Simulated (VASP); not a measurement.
Input of a VASP 6.6.1 run:

The input INCAR:

```
SYSTEM = AlAs
  PREC = Accurate
  ENCUT = 600
  EDIFF = 1E-7
  ISMEAR = 0
  SIGMA = 0.03
  LREAL = .FALSE.
  LASPH = .TRUE.
  NELM = 80
  ALGO = Normal
  ISIF = 3
  LWAVE = .FALSE.
  LCHARG = .FALSE.
  GGA = PS
  IBRION = 2
  NSW = 90
  EDIFFG = -0.005
  KPAR = 4
```

KPOINTS

```
Automatic mesh
0
G
  8 8 8
  0 0 0
```

File POSCAR:

```
AlAs                                    
1.0
    0.0000000000      2.8408844733      2.8408844733
    2.8408844733      0.0000000000      2.8408844733
    2.8408844733      2.8408844733      0.0000000000
  Al              As            
     1     1
Direct
     0.0000000000000000    0.0000000000000000    0.0000000000000000
     0.2500000000000000    0.2500000000000000    0.2500000000000000
```

Potentials or basis: VASP PAW PBE potentials, release 64 (Al, As).

Launch:

```console
$ cat potpaw_PBE.64/Al/POTCAR potpaw_PBE.64/As/POTCAR > POTCAR
$ mpirun -np 4 vasp_std > vasp.out
```

Problem. Estimate the band gap on the k mesh.

Solution. 1.34 eV, indirect (least direct gap 1.89 eV).

Final structure:
```
Al As
1.0
     0.00000    2.84088    2.84088
     2.84088    0.00000    2.84088
     2.84088    2.84088    0.00000
Al As
1 1
Direct
  0.00000 0.00000 0.00000
  0.25000 0.25000 0.25000
```

Caveat: the relaxation stopped at its first step, so nothing moved. A hybrid or GW would open this gap; PBEsol tends to underestimate it.
